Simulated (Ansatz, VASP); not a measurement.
## Ge: VASP beside Ansatz

Contents of INCAR:

```
ALGO = Normal
EDIFF = 1E-7
ENCUT = 520
GGA = PE
ISIF = 2
ISMEAR = -1
LASPH = True
LCHARG = False
LREAL = False
LWAVE = False
NBANDS = 21
NELM = 80
PREC = Accurate
SIGMA = 0.05
```

File KPOINTS:

```
k-points
0
Gamma
  8 8 8
```

POSCAR

```
Ge
1.0
    4.0351274124      0.0000000000      0.0000000000
   -2.0175587738      3.4945238608      0.0000000000
    0.0000000000      0.0000000000      3.2816207049
Ge
2
Direct
    0.6666700000      0.3333300000      0.1408600000
    0.3333300000      0.6666700000      0.8591400000
```

Contents of input.yaml:

```yaml
crystal:
  lattice:
    - [4.0351274124, 0.0, 0.0]
    - [-2.0175587738, 3.4945238608, 0.0]
    - [0.0, 0.0, 3.2816207049]
  atoms:
    - { symbol: Ge, position: [0.66667, 0.33333, 0.14086] }
    - { symbol: Ge, position: [0.33333, 0.66667, 0.85914] }
hamiltonian:
  xc: pbe
  pseudopotentials: { kind: paw }
kpoints:
  mp_grid: { grid: [8, 8, 8] }
scf:
  occupations: { method: fermi_dirac, width: 0.05 }
output:
  forces: true
  stress: true
  eigenvalues: true
  write_density: true
  write_potential: true
  elf: true
  volumetric_format: npy
```

The cell was built by a generator and needn't be a form met in nature.

Alike in both runs: task single point; functional PBE; k mesh 8 × 8 × 8; occupations fermi-dirac, width 0.05 eV; no spin polarisation.

```csv
,VASP,Ansatz
version,VASP 6.6.1,Ansatz 0.2.0
potentials or method,"VASP PAW PBE potentials, release 64 (Ge_d)",Ansatz PAW
plane-wave cutoff (eV),520,420
valence electrons in the cell,28,28
```

Ansatz gave:

- gap on the k mesh at the Fermi level (eV): none
- pressure (GPa): 0.5
- largest component of the traceless stress (GPa): 3.26
- rms of the force components (eV/Å): 0.082

Question: Which values does VASP return?

Answer: gap on the k mesh at the Fermi level (eV): none; pressure (GPa): 0.5; largest component of the traceless stress (GPa): 3.23; rms of the force components (eV/Å): 0.084.

Atom by atom the forces differ by 0.002 eV/Å (rms over components). A gap of «none» marks a metal or a gap that the smearing closes. With one functional, cell and mesh, what is left measures potentials, basis and numerics.
